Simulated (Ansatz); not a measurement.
Ansatz input file:

```yaml
crystal:
  lattice:
    - [5.9136804088, 0.0, 0.0]
    - [-2.9568402044, 5.1213974639, 0.0]
    - [0.0, 0.0, 23.5313998345]
  atoms:
    - { symbol: Ta, position: [0.3333333333, 0.1666666667, 0.3399712748] }
    - { symbol: Ta, position: [0.3333333333, 0.6666666667, 0.3399712748] }
    - { symbol: Ta, position: [0.8333333333, 0.1666666667, 0.3399712748] }
    - { symbol: Ta, position: [0.8333333333, 0.6666666667, 0.3399712748] }
    - { symbol: Ta, position: [0.5788223846, 0.1669082439, 0.4413176142] }
    - { symbol: Ta, position: [0.5810035062, 0.6637609559, 0.4420634428] }
    - { symbol: Ta, position: [0.0794096979, 0.1641180132, 0.4408897055] }
    - { symbol: Ta, position: [0.0780376045, 0.6679339306, 0.4403372365] }
    - { symbol: Ta, position: [0.1161212812, 0.4351290521, 0.5396962993] }
    - { symbol: Ta, position: [0.1274001042, -0.0616720513, 0.5470192155] }
    - { symbol: Ta, position: [0.6256178268, 0.436582482, 0.5493200455] }
    - { symbol: Ta, position: [0.6181930145, -0.0630422269, 0.5410119652] }
basis:
  ecutwfc: 420
kpoints:
  mp_grid: { grid: [4, 4, 1] }
hamiltonian:
  xc: pbe
  dispersion: d3bj
scf:
  occupations: { method: gaussian, width: 0.1 }
output:
  forces: true
  eigenvalues: true
  write_density: true
  volumetric_format: npy
efield:
  axis: 3
  dipole_correction: true
  ramp_width: 0.04
```

Command:
```bash
ansatz run input.yaml --threads 4 --pin off --max-ram 10240MiB --backend cpu --events-out ev --progress --plain --runs-dir out
```

Theory: DFT PBE+D3(BJ), scalar-relativistic, plane waves, PAW in Ansatz 0.2.0.

Part of what the program printed, abridged (final results; tables in files aren't shown):

```
SCF 1 converged in 8 iterations: F = -119182.110444 eV  dr2 = 4.52e-8
SCF converged after 8 iterations
Free energy (F): -119182.110444 eV
Harris-Foulkes:  -119182.110444 eV  (|F-HF|=1.69e-9)
Internal energy: -119182.035696 eV  (E = F + TS)
E sigma→0 (E₀):  -119182.073070 eV
Entropy (-TS):   -0.074748 eV (-6.229 meV/atom)
Fermi energy:    2.623757 eV
Dipole field:    D = 0.001013 V/Å  (p = 0.003991 e·Å, saw-weighted, corrected)
Work function:   Φ+ = 4.7055 eV   Φ− = 4.7294 eV
Levels:          The Fermi level and band energies are counted from a zero that moves with the ramp; work functions are not
--- Per-component energies (eV) ---
  E_band       = -3794.858680
  E_kinetic    = 4363.600603
  E_local      = -148034.358047  (includes V_loc(G=0)·N_el)
  E_nonlocal   = 177.734328
  E_hartree    = 71737.587796
  E_xc         = -2605.812507
  E_vxc        = -2427.540809  (∫ρ·V_xc dr)
  E_paw        = -100755.748229  (= ΣΔE_a)
  E_vpaw       = -1349.460540  (= ΣTr[D̂ρ^β])
  E_aug_tail   = 0.001828  (compensation charges beyond the density's cutoff)
  E_efield     = 0.000002  (sawtooth field / dipole correction)
  E_vefield    = 0.010609  (∫n·V_field dr)
  E_ewald      = 55939.993157
  E_disp       = -5.034627  (pairwise vdW)
  E_smearing   = -0.074748  (= −TS)
--- Forces (eV/Å), atoms counted from 1 ---
  atom   1  Ta     0.00019949    -0.04494274     0.09322758
  atom   2  Ta     0.04320787     0.03198939     0.05962657
  atom   3  Ta    -0.09568777     0.00840200     0.01170216
  atom   4  Ta    -0.14197118    -0.04869492     0.06975673
  atom   5  Ta     0.36043310     0.23485476     0.23713789
  atom   6  Ta     0.08520245     0.07105567    -0.07362086
  atom   7  Ta     0.18694121     0.09829376     0.09314530
  atom   8  Ta     0.45369497     0.12992545     0.41643516
  atom   9  Ta    -0.02213141    -0.09934681     0.75897790
  atom  10  Ta    -0.48775386    -0.16062588    -0.92848521
  atom  11  Ta    -0.37615714    -0.01373454    -1.28956415
  atom  12  Ta    -0.00597345    -0.20716949     0.55174668
--- Band table (eV; the first three rows and the last of 10) ---
  k-point 0: bands = ["-65.1438", "-65.0930", "-65.0256", "-64.9603", "-64.9547", "-64.9533", "-64.9262", "-64.8969", "-64.7927", "-64.7461", "-64.7262", "-64.7158", "-32.0382", "-32.0224", "-32.0207", "-32.0049", "-31.9534", "-31.9519", "-31.9365", "-31.9201", "-31.8470", "-31.8089", "-31.7277", "-31.7027", "-31.6979", "-31.5766", "-31.4605", "-31.4258", "-31.3512", "-31.3460", "-31.3392", "-31.3226", "-31.2824", "-31.2677", "-31.2526", "-31.1819", "-31.1256", "-31.0837", "-31.0671", "-31.0658", "-31.0541", "-31.0467", "-31.0321", "-31.0267", "-31.0078", "-31.0025", "-30.8854", "-30.8485", "-4.8533", "-3.2863", "-2.1969", "-1.5356", "-1.5263", "-1.4693", "-1.3163", "-1.2514", "-1.2176", "-0 ...
  k-point 1: bands = ["-65.1393", "-65.0960", "-65.0159", "-64.9693", "-64.9552", "-64.9535", "-64.9227", "-64.9015", "-64.7848", "-64.7504", "-64.7268", "-64.7192", "-31.9985", "-31.9708", "-31.9621", "-31.9304", "-31.9044", "-31.8964", "-31.8597", "-31.8383", "-31.8046", "-31.7487", "-31.7183", "-31.6981", "-31.6744", "-31.5914", "-31.4402", "-31.4254", "-31.4060", "-31.3947", "-31.3499", "-31.3216", "-31.3123", "-31.2924", "-31.2766", "-31.2428", "-31.1687", "-31.1532", "-31.1488", "-31.1196", "-31.0934", "-31.0805", "-31.0561", "-31.0225", "-31.0053", "-30.9888", "-30.9827", "-30.8853", "-4.3088", "-2.7456", "-1.8221", "-1.6498", "-1.1521", "-1.1454", "-1.1173", "-0.9121", "-0.8683", "-0 ...
  k-point 2: bands = ["-65.1341", "-65.0999", "-64.9937", "-64.9915", "-64.9554", "-64.9536", "-64.9161", "-64.9093", "-64.7689", "-64.7631", "-64.7276", "-64.7220", "-31.9267", "-31.9220", "-31.9047", "-31.8939", "-31.8313", "-31.8289", "-31.7693", "-31.7580", "-31.7294", "-31.7103", "-31.6339", "-31.6305", "-31.6005", "-31.5795", "-31.4848", "-31.4774", "-31.4641", "-31.4560", "-31.3980", "-31.3959", "-31.3253", "-31.3181", "-31.2951", "-31.2799", "-31.2304", "-31.2290", "-31.2153", "-31.1959", "-31.1744", "-31.1628", "-31.0667", "-31.0550", "-31.0066", "-30.9958", "-30.9504", "-30.9453", "-2.9798", "-2.9726", "-1.5757", "-1.5695", "-0.6753", "-0.6651", "-0.6204", "-0.6094", "-0.3407", "-0 ...
  k-point 9: bands = ["-65.1395", "-65.0920", "-64.9913", "-64.9896", "-64.9573", "-64.9562", "-64.9310", "-64.8968", "-64.7721", "-64.7625", "-64.7260", "-64.7209", "-31.9153", "-31.8823", "-31.8648", "-31.8468", "-31.8120", "-31.7745", "-31.7637", "-31.7399", "-31.7229", "-31.7129", "-31.7093", "-31.6877", "-31.6208", "-31.5574", "-31.5500", "-31.5278", "-31.5146", "-31.4705", "-31.4673", "-31.4620", "-31.3847", "-31.3454", "-31.2786", "-31.2697", "-31.2030", "-31.1812", "-31.1758", "-31.1565", "-31.1419", "-31.1150", "-31.0312", "-31.0241", "-31.0103", "-30.9937", "-30.9739", "-30.9522", "-2.9614", "-2.9479", "-1.6059", "-1.5833", "-0.6778", "-0.6456", "-0.4873", "-0.4331", "-0.3876", "-0 ...
```

The calculation finished and met its thresholds.

It took 15 s on 4 threads of Arm Neoverse V1, on a shared host, peak memory 1.6 GiB.

Spin–orbit coupling is left out, which can shift energies with elements as heavy as these.